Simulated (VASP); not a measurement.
Set up this calculation in VASP 6.6.1, as the native input.

```
Task                   : single point
Functional             : PBE
Potentials or basis    : VASP PAW PBE potentials, release 64 (Pb_d, H)
Cutoff                 : 520 eV
k mesh                 : 11 × 11 × 6
Occupations            : fermi-dirac, width 0.05 eV
Spin                   : no spin polarisation
Dipole correction      : no
Further INCAR settings : ALGO = Fast; EDIFF = 1e-07; NBANDS = 15
```

The structure of H2Pb lies in POSCAR:

```
H2Pb
1.0
    3.7500520039      0.0000000000      0.0000000000
   -1.8750260019      3.2476403009      0.0000000000
    0.0000000000      0.0000000000      3.6439737521
Pb H
1 2
Direct
    0.0000000000      0.0000000000      0.0000000000
    0.3333333333      0.6666666667      0.2286228593
    0.6666666667      0.3333333333      0.7713771407
```

The cell comes from a database or a generator and needn't be the stable form of this composition.

The cell isn't the ideal one: cell and atoms relaxed from a first guess.

One way to write it, as run:

INCAR

```
SYSTEM = H2Pb
ALGO = Fast
EDIFF = 1E-7
ENCUT = 520
GGA = PE
ISIF = 2
ISMEAR = -1
LASPH = .True.
LCHARG = .False.
LREAL = .False.
LWAVE = .False.
NBANDS = 15
NELM = 100
PREC = Accurate
SIGMA = 0.05
```

KPOINTS

```
k-points
0
Gamma
  11 11 6
  0 0 0
```

Potentials or basis: VASP PAW PBE potentials, release 64 (Pb_d, H).

The run is started by

```bash
$ cat potpaw_PBE.64/Pb_d/POTCAR potpaw_PBE.64/H/POTCAR > POTCAR
$ mpirun -np 1 vasp_std > vasp.out
```

Results of the run:

```yaml
Pressure: -0.1 GPa
Band_gap_on_the_k_mesh: none (metal or under the smearing width)
```

It took 34 s on 1 thread of Intel(R) Xeon(R) Platinum 8488C (Sapphire Rapids) (shared host), peak memory 0.18 GiB.
